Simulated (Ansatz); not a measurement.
The system is Bi.

```xyz
2
Lattice="3.4886 -3.1326 0.0000 3.4886 3.1326 0.0000 -1.2602 0.0000 3.1136" Properties=species:S:1:pos:R:3 pbc="T T T"
Bi    4.1738    0.0000    2.6695
Bi    1.5432    0.0000    0.4440
```

This isn't the form of Bi at room conditions, which is rhombohedral.

Base run:

```yaml
Program: Ansatz 0.2.0
Functional: PBEsol
Potentials_or_basis: Ansatz PAW
Cutoff: 420 eV
Density_cutoff: 1680 eV
k_mesh: 6 × 6 × 9
Occupations: fermi-dirac, width 0.05 eV
Spin: no spin polarisation
```

Its results: band gap on the k mesh none (metal or under the smearing width); pressure -2.5 GPa; largest force 0.059 eV/Å.

Problem. The run is repeated on the same cell with these changes: spin from no spin polarisation to spin-orbit coupling, no magnetisation; potential files from those of the base run to others of the same set. What comes out?

Solution. Band gap on the k mesh none (metal or under the smearing width); pressure -1.2 GPa; largest force 0.027 eV/Å.

Caveats: the PAW data sets come from PBE, with cores solved anew for the run's functional, which leaves a small shift of forces and pressure; spin-orbit coupling is left out, which moves the levels of the heavy elements (some runs).

Not every run made on this cell is shown here.
